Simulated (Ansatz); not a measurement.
# Te2Mo (P6_3/mmc) in Ansatz: settings compared

The runs below take Te2Mo through band structure, with revPBE, PBE.

Program: Ansatz 0.2.0. These are calculated values, not measurements. Logs are shortened: lines on timing, memory, paths and dates and some standing lists are left out, and cuts for length are marked.

**What was measured.**

From “Broadband infrared study of pressure-tunable Fano resonance and metallization transition in 2H-MoTe2”, 2022, pmc:9569381, for a bulk crystal of Te2Mo at 300 K: band gap 0.88 ± 0.05 eV (indirect).

The runs below are set against these values where they give the same quantity.

## 1. The crystal as given

It takes space group P6_3/mmc (No. 194, hexagonal). The conventional cell has a = 3.518 Å, b = 3.518 Å, c = 13.974 Å, α = 90.00°, β = 90.00°, γ = 120.00°. Te (site symmetry 3m) has 3 Mo at 2.72 Å as nearest neighbours. Mo (site symmetry -6m2) has 6 Te at 2.72 Å as nearest neighbours.

## 2. Band structure, revPBE

Contents of input.yaml:

```yaml
crystal:
  lattice:
    - [3.5182, 0.0, 0.0]
    - [-1.7591, 3.0468505756, 0.0]
    - [0.0, 0.0, 13.9736]
  atoms:
    - { symbol: Te, position: [0.6666666667, 0.3333333333, 0.379] }
    - { symbol: Te, position: [0.3333333333, 0.6666666667, 0.879] }
    - { symbol: Te, position: [0.6666666667, 0.3333333333, 0.121] }
    - { symbol: Te, position: [0.3333333333, 0.6666666667, 0.621] }
    - { symbol: Mo, position: [0.6666666667, 0.3333333333, 0.75] }
    - { symbol: Mo, position: [0.3333333333, 0.6666666667, 0.25] }
hamiltonian:
  xc: revpbe
  pseudopotentials: { kind: paw }
kpoints:
  mp_grid: { grid: [9, 9, 2] }
  band_path:
    path:
      - [[0.0, 0.0, 0.0], [0.5, 0.0, 0.0], [0.3333333333, 0.3333333333, 0.0], [0.0, 0.0, 0.0], [0.0, 0.0, 0.5], [0.5, 0.0, 0.5], [0.3333333333, 0.3333333333, 0.5], [0.0, 0.0, 0.5]]
      - [[0.5, 0.0, 0.5], [0.5, 0.0, 0.0]]
      - [[0.3333333333, 0.3333333333, 0.0], [0.3333333333, 0.3333333333, 0.5]]
    npoints: 14
scf:
  occupations: { method: fermi_dirac, width: 0.05 }
  n_extra_bands: 15
output:
  forces: true
  stress: true
  eigenvalues: true
  fatbands: false
```

Potentials or basis: Ansatz PAW.

Started as:

```console
> ansatz run input.yaml --threads 2 --pin off --max-ram 5120MiB --backend cpu --events-out ev --progress --plain --runs-dir out
```

Standard output:

```text
Warning: RAYON_NUM_THREADS=2 ignored (pool sized by the plan → 2); use --threads N
scf.n_extra_bands = 15 over 46 filled bands (N_el = 92.0): the run solves 61 bands
Engine: ansatz 0.2.0, aarch64-unknown-linux-gnu
Pseudopotentials: kind: paw
Pseudopotential: Te, paw, valence charge 16, recommended cutoff 420 eV (normal), Te.paw.azcp
Pseudopotential: Mo, paw, valence charge 14, recommended cutoff 420 eV (normal), Mo.paw.azcp
Functional definition: revPBE
  parameter kappa = 1.245
  parameter beta = 0.06672455060314922
  exchange = pbe_x(kappa = kappa, mu = beta*pi^2/3)
  correlation = pbe_c(beta = beta)
Crystal: 6 atoms, lattice volume = 149.789 Å³
Basis set: ecut = 420 eV, 2909 PW (Γ), exchange–correlation on 48×48×192 points (8 copies of the dense FFT grid, shifted against one another)
Bands: 61, of which v1, the nominal top of the filled ones, is band 46 counted from 1 (45 counted from 0)
Symmetry: 24 space group operations
Space group: P63/mmc (ITA 194), of the structure as read, at distance tolerance 5.3e-5 Å
k-points: 24 of 162
Non-local potential: Te, projectors of the file, l = 0: 2, l = 1: 2, l = 2: 2, l = 3: 2
Non-local potential: Mo, projectors of the file, l = 0: 3, l = 1: 2, l = 2: 2, l = 3: 1
PAW form: soft (Blöchl's): semilocal exchange-correlation on the pseudo side does not see the compensation charge
PAW frozen core: Te, regenerated for the run's functional, and the local potential with it (the file was generated under x = pbe(κ = 0.804, μ = 0.2195149727645171), c = pbe(β = 0.06672455060314922))
PAW frozen core: Mo, regenerated for the run's functional, and the local potential with it (the file was generated under x = pbe(κ = 0.804, μ = 0.2195149727645171), c = pbe(β = 0.06672455060314922))
PAW one-centre angular grid: Te, 590 points (default); XC on 64 Gauss nodes
PAW one-centre angular grid: Mo, 590 points (default); XC on 64 Gauss nodes
Initial density: superposition of atomic densities (neutral atoms: chi_scale 0, normalization atom), corrected by the library's trained network
Initial wavefunctions: pseudopotential atomic-orbital guess
Functional: x = revpbe(κ = 1.245, μ = 0.2195149727645171), c = pbe(β = 0.06672455060314922)
SCF iter   1: F=—  HF=-37868.471007 eV  |F-HF|=—  |Δ(HF+E_count)|=         —  Δρ=4.34e-3  dr2=8.97e-3  ethr=1.77e-3  ⟨swp⟩=6.7  Hψ=5981  notcnv=0  defer=29
preconditioner: auto → Resta (q_TF=auto, 2.515 Å⁻¹)  ε∞=5.1  [insulator: Δε(μ)=0.807 eV  Ē_g=8.981 eV  σ=0.050 eV  W_gap=1.00  n_scr=52 (ndim 8)  ℏωp=18.2 eV  f_vac=0.021  D(μ)=0.00/eV (n_scr^D=0)  ε∞_Penn≈5.1]
SCF iter   2: F=—  HF=-37868.480272 eV  |F-HF|=—  |Δ(HF+E_count)|=   9.26e-3  Δρ=2.50e-3  dr2=2.98e-3  ethr=9.75e-6  ⟨swp⟩=2.0  Hψ=2205  notcnv=0  defer=91
SCF iter   3: F=—  HF=-37868.485655 eV  |F-HF|=—  |Δ(HF+E_count)|=   5.38e-3  Δρ=1.01e-3  dr2=3.67e-3  ethr=3.24e-6  ⟨swp⟩=2.0  Hψ=1988  notcnv=0  defer=91
SCF iter   4: F=—  HF=-37868.485515 eV  |F-HF|=—  |Δ(HF+E_count)|=   1.40e-4  Δρ=1.91e-4  dr2=8.86e-5  ethr=3.24e-6  ⟨swp⟩=2.0  Hψ=1491  notcnv=0  defer=91
SCF iter   5: F=—  HF=-37868.485619 eV  |F-HF|=—  |Δ(HF+E_count)|=   1.04e-4  Δρ=7.66e-5  dr2=7.87e-6  ethr=9.63e-8  ⟨swp⟩=2.0  Hψ=1655  notcnv=0  defer=91
SCF iter   6: F=—  HF=-37868.485638 eV  |F-HF|=—  |Δ(HF+E_count)|=   1.97e-5  Δρ=1.54e-5  dr2=7.90e-7  ethr=8.56e-9  ⟨swp⟩=2.0  Hψ=1757  notcnv=0  defer=91
SCF iter   7: F=-37868.485639 eV  HF=-37868.485639 eV  |F-HF|=1.15e-8  |Δ(HF+E_count)|=   5.51e-7  Δρ=3.90e-6  dr2=2.83e-8  ethr=1.09e-10  ⟨swp⟩=10.2  Hψ=7276  notcnv=0
SCF 1 converged in 7 iterations: F = -37868.485639 eV  dr2 = 2.83e-8
NSCF: frozen V_eff on 129 k-points
SCF converged after 7 iterations
Free energy (F): -37868.485639 eV
Harris-Foulkes:  -37868.485639 eV  (|F-HF|=1.15e-8)
Internal energy: -37868.485617 eV  (E = F + TS)
E sigma→0 (E₀):  -37868.485628 eV
Entropy (-TS):   -0.000022 eV (-0.004 meV/atom)
Fermi energy:    12.923629 eV
--- Per-component energies (eV) ---
  E_band       = -1138.875276
  E_kinetic    = 1608.933045
  E_local      = -7390.034324  (includes V_loc(G=0)·N_el)
  E_nonlocal   = -956.784069
  E_hartree    = 4141.474431
  E_xc         = -866.642840
  E_vxc        = -876.806223  (∫ρ·V_xc dr)
  E_paw        = -25088.567200  (= ΣΔE_a)
  E_vpaw       = -1807.126780  (= ΣTr[D̂ρ^β])
  E_aug_tail   = -0.000584  (compensation charges beyond the density's cutoff)
  E_ewald      = -9316.621616
  E_core_change = -0.242460  (= ΣΔE_core)
  E_smearing   = -0.000022  (= −TS)
  E_closure    = -0.000000  (closes the sum)
  Σ components = -37868.485639   (vs F -37868.485639, Δ=0.00e0)
--- Forces (eV/Å), atoms counted from 1 ---
  atom   1  Te    -0.00000000    -0.00000000     0.23449984
  atom   2  Te     0.00000000     0.00000000     0.23449984
  atom   3  Te     0.00000000    -0.00000000    -0.23449984
  atom   4  Te     0.00000000     0.00000000    -0.23449984
  atom   5  Mo    -0.00000000    -0.00000000     0.00000000
  atom   6  Mo    -0.00000000     0.00000000     0.00000000
  max |Σ_I F_I| component: 5.55e-17 eV/Å
--- Stress (GPa, compression-positive) ---
        4.060974       0.000000       0.000000
        0.000000       4.060974       0.000000
        0.000000       0.000000       4.882808
  P = ⅓ Tr σ = 4.3349 GPa (43.349 kbar)
--- Band table (eV; the first three rows and the last of 24) ---
  k-point 0: bands = ["-48.2732", "-48.2732", "-24.1958", "-24.1958", "-24.1955", "-24.1955", "-24.1846", "-24.1846", "-24.1843", "-24.1843", "-24.1292", "-24.1292", "-24.1277", "-24.1277", "-24.1184", "-24.1184", "-24.1170", "-24.1170", "-24.1072", "-24.1058", "-24.0982", "-24.0967", "-22.4367", "-22.4367", "-22.2927", "-22.2927", "-22.2927", "-22.2927", "-0.4796", "-0.1571", "0.3752", "0.8803", "6.6659", "7.9586", "9.4565", "10.7210", "10.7210", "10.7367", "10.7367", "11.4988", "11.4988", "11.5037", "11.5341", "11.5341", "12.2176", "12.5458", "15.4519", "15.4519", "15.5850", "15.5850", "15.6776", "15.6776", "15.9328", "15.9328", "18.3069", "18.7512", "19.7223", "20.2046", "20.8870", "21.4416", "21.4416"]
  k-point 1: bands = ["-48.2732", "-48.2732", "-24.1956", "-24.1956", "-24.1956", "-24.1956", "-24.1845", "-24.1845", "-24.1845", "-24.1845", "-24.1285", "-24.1285", "-24.1285", "-24.1285", "-24.1177", "-24.1177", "-24.1177", "-24.1177", "-24.1065", "-24.1065", "-24.0974", "-24.0974", "-22.4367", "-22.4367", "-22.2927", "-22.2927", "-22.2927", "-22.2927", "-0.3563", "-0.3563", "0.6623", "0.6623", "7.1642", "7.1642", "10.5281", "10.5281", "10.7287", "10.7287", "10.7287", "10.7287", "11.5166", "11.5166", "11.5166", "11.5166", "12.4634", "12.4634", "15.4897", "15.4897", "15.4897", "15.4897", "15.8333", "15.8333", "15.8333", "15.8333", "18.6148", "18.6148", "20.4335", "20.4335", "20.5203", "20.5203", "21.6521"]
  k-point 2: bands = ["-48.2721", "-48.2721", "-24.1946", "-24.1943", "-24.1930", "-24.1927", "-24.1865", "-24.1862", "-24.1821", "-24.1819", "-24.1303", "-24.1297", "-24.1287", "-24.1284", "-24.1217", "-24.1203", "-24.1187", "-24.1172", "-24.1060", "-24.1048", "-24.0968", "-24.0954", "-22.4286", "-22.4285", "-22.3093", "-22.3093", "-22.2958", "-22.2958", "-0.3055", "0.0143", "0.5042", "0.9929", "6.8578", "8.1392", "9.3643", "10.3339", "10.3705", "10.8568", "10.8838", "10.9239", "11.2703", "11.3181", "11.4771", "11.5460", "12.3597", "12.4294", "14.9518", "14.9706", "14.9873", "15.0852", "15.2893", "15.5329", "15.6045", "15.7754", "18.9173", "19.4165", "19.7637", "20.6724", "21.0669", "21.2127", "21.2677"]
  k-point 23: bands = ["-48.2628", "-48.2628", "-24.1994", "-24.1994", "-24.1778", "-24.1778", "-24.1725", "-24.1725", "-24.1720", "-24.1720", "-24.1481", "-24.1481", "-24.1364", "-24.1364", "-24.1235", "-24.1235", "-24.1234", "-24.1234", "-24.0992", "-24.0992", "-24.0848", "-24.0848", "-22.4078", "-22.4078", "-22.3650", "-22.3650", "-22.3595", "-22.3595", "2.0415", "2.0415", "2.2476", "2.2476", "7.7628", "7.7628", "7.9004", "7.9004", "8.5235", "8.5235", "8.9217", "8.9217", "9.7999", "9.7999", "10.5491", "10.5491", "12.3446", "12.3446", "13.5347", "13.5347", "14.1858", "14.1858", "14.9340", "14.9340", "16.1982", "16.1982", "17.5436", "17.5436", "18.3703", "18.3703", "19.8890", "19.8890", "21.4068"]
```

Wall time 20 s (2 threads of Arm Neoverse V2, shared host); peak memory 0.77 GiB.

Results:

```yaml
Free_energy: -37868.4856 eV
Pressure: 4.3 GPa
Largest_force: 0.234 eV/Å
Band_gap_on_the_k_mesh: 0.80 eV, indirect (least direct gap 1.04 eV)
Band_gap_along_the_path: 0.73 eV, indirect (least direct gap 1.04 eV)
```

Forces on the atoms (eV/Å):
```
Te   0.000  0.000  0.234
Te   0.000  0.000  0.234
Te   0.000  0.000 -0.234
Te   0.000  0.000 -0.234
Mo   0.000  0.000  0.000
Mo   0.000  0.000  0.000
```

Stress tensor (GPa, compression positive):
```
4.06 0.00 0.00
0.00 4.06 0.00
0.00 0.00 4.88
```

Levels at the corners of the path, in eV from the valence-band top:
| point | band 44 | band 45 | band 46 | band 47 | band 48 | band 49 |
| --- | --- | --- | --- | --- | --- | --- |
| Γ | -1.01 | -0.33 | 0.00 | 2.91 | 2.91 | 3.04 |
| M | -0.95 | -0.60 | -0.31 | 1.27 | 1.33 | 1.47 |
| K | -1.84 | -0.30 | -0.06 | 0.98 | 0.98 | 1.18 |
| Γ | -1.01 | -0.33 | 0.00 | 2.91 | 2.91 | 3.04 |
| A | -1.03 | -0.08 | -0.08 | 2.94 | 2.94 | 2.94 |
| L | -0.96 | -0.46 | -0.46 | 1.30 | 1.30 | 1.65 |
| H | -2.00 | -0.20 | -0.20 | 0.99 | 0.99 | 1.64 |
| A | -1.03 | -0.08 | -0.08 | 2.94 | 2.94 | 2.94 |
| L | -0.96 | -0.46 | -0.46 | 1.30 | 1.30 | 1.65 |
| M | -0.95 | -0.60 | -0.31 | 1.27 | 1.33 | 1.47 |
| K | -1.84 | -0.30 | -0.06 | 0.98 | 0.98 | 1.18 |
| H | -2.00 | -0.20 | -0.20 | 0.99 | 0.99 | 1.64 |

Caveat: the k mesh misses the band edges, so the gap on the mesh is wider than the one along the path; spin-orbit coupling is left out, which moves the levels of the heavy elements; this functional lacks dispersion, which binds the layers, so the pressure and a relaxed spacing across them are unreliable; the PAW data sets come from PBE, with cores solved anew for the run's functional, which leaves a small shift of forces and pressure.

## 3. Band structure, PBE

Edit input.yaml of step 2 so:

```diff
@@ -13,4 +13,4 @@
 hamiltonian:
-  xc: revpbe
-  pseudopotentials: { kind: paw }
+  xc: pbe
+  pseudopotentials: { kind: paw, partial_waves: polarizable }
 kpoints:
```

Potentials or basis: Ansatz PAW polarizable.

Started as:

```console
> ansatz run input.yaml --threads 2 --pin off --max-ram 5120MiB --backend cpu --events-out ev --progress --plain --runs-dir out
```

Standard output:

```text
Warning: RAYON_NUM_THREADS=2 ignored (pool sized by the plan → 2); use --threads N
[... 75 lines left out ...]
  k-point 2: bands = ["-48.3349", "-48.3349", "-24.2309", "-24.2306", "-24.2294", "-24.2291", "-24.2225", "-24.2222", "-24.2180", "-24.2178", "-24.1696", "-24.1691", "-24.1680", "-24.1678", "-24.1612", "-24.1598", "-24.1582", "-24.1567", "-24.1469", "-24.1457", "-24.1377", "-24.1364", "-22.4915", "-22.4915", "-22.3692", "-22.3692", "-22.3556", "-22.3556", "-0.3886", "-0.0679", "0.4203", "0.9101", "6.7794", "8.0696", "9.2785", "10.2607", "10.2975", "10.7840", "10.8110", "10.8538", "11.2000", "11.2479", "11.4067", "11.4702", "12.2914", "12.3661", "14.8754", "14.8909", "14.9106", "15.0076", "15.2155", "15.4602", "15.5315", "15.7032", "18.8059", "19.3305", "19.6925", "20.5940", "20.9813", "21.1357", "21.1927"]
  k-point 23: bands = ["-48.3256", "-48.3256", "-24.2369", "-24.2369", "-24.2146", "-24.2146", "-24.2084", "-24.2084", "-24.2079", "-24.2079", "-24.1871", "-24.1871", "-24.1751", "-24.1751", "-24.1629", "-24.1629", "-24.1628", "-24.1628", "-24.1402", "-24.1402", "-24.1257", "-24.1257", "-22.4680", "-22.4680", "-22.4248", "-22.4248", "-22.4217", "-22.4217", "1.9551", "1.9551", "2.1600", "2.1600", "7.6913", "7.6913", "7.8303", "7.8303", "8.4530", "8.4530", "8.8528", "8.8528", "9.7366", "9.7366", "10.4828", "10.4828", "12.2662", "12.2662", "13.4574", "13.4574", "14.1039", "14.1039", "14.8581", "14.8581", "16.1107", "16.1107", "17.4594", "17.4594", "18.2846", "18.2846", "19.7907", "19.7907", "21.3044"]
```

Run time: 20 s. Hardware: 2 threads of Arm Neoverse V2, shared host; peak memory 0.81 GiB.

What came out:

```yaml
Free_energy: -37833.3947 eV
Pressure: 2.9 GPa
Largest_force: 0.175 eV/Å
Band_gap_on_the_k_mesh: 0.78 eV, indirect (least direct gap 1.04 eV)
Band_gap_along_the_path: 0.71 eV, indirect (least direct gap 1.04 eV)
```

Forces on the atoms (eV/Å):
```
Te   0.000  0.000  0.175
Te   0.000  0.000  0.175
Te   0.000  0.000 -0.175
Te   0.000  0.000 -0.175
Mo   0.000  0.000  0.000
Mo   0.000  0.000  0.000
```

Stress tensor (GPa, compression positive):
```
2.70 0.00 0.00
0.00 2.70 0.00
0.00 0.00 3.38
```

Levels at the corners of the path, in eV from the valence-band top:
| point | band 43 | band 44 | band 45 | band 46 | band 47 | band 48 | band 49 | band 50 |
| --- | --- | --- | --- | --- | --- | --- | --- | --- |
| Γ | -1.01 | -1.01 | -0.32 | 0.00 | 2.90 | 2.90 | 3.03 | 3.03 |
| M | -1.01 | -0.96 | -0.60 | -0.31 | 1.27 | 1.32 | 1.46 | 1.79 |
| K | -1.83 | -1.83 | -0.31 | -0.07 | 0.97 | 0.97 | 1.16 | 2.17 |
| Γ | -1.01 | -1.01 | -0.32 | 0.00 | 2.90 | 2.90 | 3.03 | 3.03 |
| A | -1.03 | -1.03 | -0.08 | -0.08 | 2.94 | 2.94 | 2.94 | 2.94 |
| L | -0.97 | -0.97 | -0.46 | -0.46 | 1.29 | 1.29 | 1.64 | 1.64 |
| H | -2.00 | -2.00 | -0.21 | -0.21 | 0.98 | 0.98 | 1.63 | 1.63 |
| A | -1.03 | -1.03 | -0.08 | -0.08 | 2.94 | 2.94 | 2.94 | 2.94 |
| L | -0.97 | -0.97 | -0.46 | -0.46 | 1.29 | 1.29 | 1.64 | 1.64 |
| M | -1.01 | -0.96 | -0.60 | -0.31 | 1.27 | 1.32 | 1.46 | 1.79 |
| K | -1.83 | -1.83 | -0.31 | -0.07 | 0.97 | 0.97 | 1.16 | 2.17 |
| H | -2.00 | -2.00 | -0.21 | -0.21 | 0.98 | 0.98 | 1.63 | 1.63 |

Caveat: the k mesh misses the band edges, so the gap on the mesh is wider than the one along the path; spin-orbit coupling is left out, which moves the levels of the heavy elements; this functional lacks dispersion, which binds the layers, so the pressure and a relaxed spacing across them are unreliable.

## 4. Comparison with measurements

Step 2. A measured gap of Te2Mo is 0.88 eV (indirect; 300 K; quoted in “Broadband infrared study of pressure-tunable Fano resonance and metallization transition in 2H-MoTe2”, 2022, pmc:9569381); the calculated 0.73 eV misses it by -0.15 eV. Spin-orbit coupling on Mo, Te is left out. The value is that of revPBE, without temperature or zero-point motion. Semilocal functionals fall short of measured gaps as a rule.

Step 3. Against the measured gap of Te2Mo, 0.88 eV (indirect; 300 K; quoted in “Broadband infrared study of pressure-tunable Fano resonance and metallization transition in 2H-MoTe2”, 2022, pmc:9569381), the calculated 0.71 eV is off by -0.17 eV. Spin-orbit coupling on Mo, Te is left out. The value is that of PBE, without temperature or zero-point motion. Semilocal functionals fall short of measured gaps as a rule.
